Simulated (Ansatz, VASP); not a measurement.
Hf in VASP and in Ansatz

```
CELL_PARAMETERS angstrom
3.20732 0.00000 0.00000
-1.60366 2.77762 0.00000
0.00000 0.00000 5.07460
ATOMIC_POSITIONS crystal
Hf 0.33333 0.66667 0.25000
Hf 0.66667 0.33333 0.75000
```

Change from the starting cell: volume scaled by 1.01.

Alike in both runs: task single point; functional PBEsol; k mesh 13 × 13 × 7; occupations fermi-dirac, width 0.05 eV; no spin polarisation.

|  | VASP | Ansatz |
| --- | --- | --- |
| version | VASP 6.6.1 | Ansatz 0.2.0 |
| potentials or method | VASP PAW PBE potentials, release 64 (Hf_pv), cutoff 520 eV | all-electron LAPW, scalar-relativistic |

```tsv
	VASP	Ansatz	Ansatz less VASP
pressure (GPa)	-5.1	-4.7	+0.40
largest component of the traceless stress (GPa)	0.24	0.18	-0.064
```

Ansatz ran all-electron here, so the differences hold the error of VASP's frozen core and of both bases.

Caveats: the PAW data sets were made with another functional, which shifts forces and pressure a little (VASP). The runs have no spin-orbit coupling, so splittings on Hf are missing.
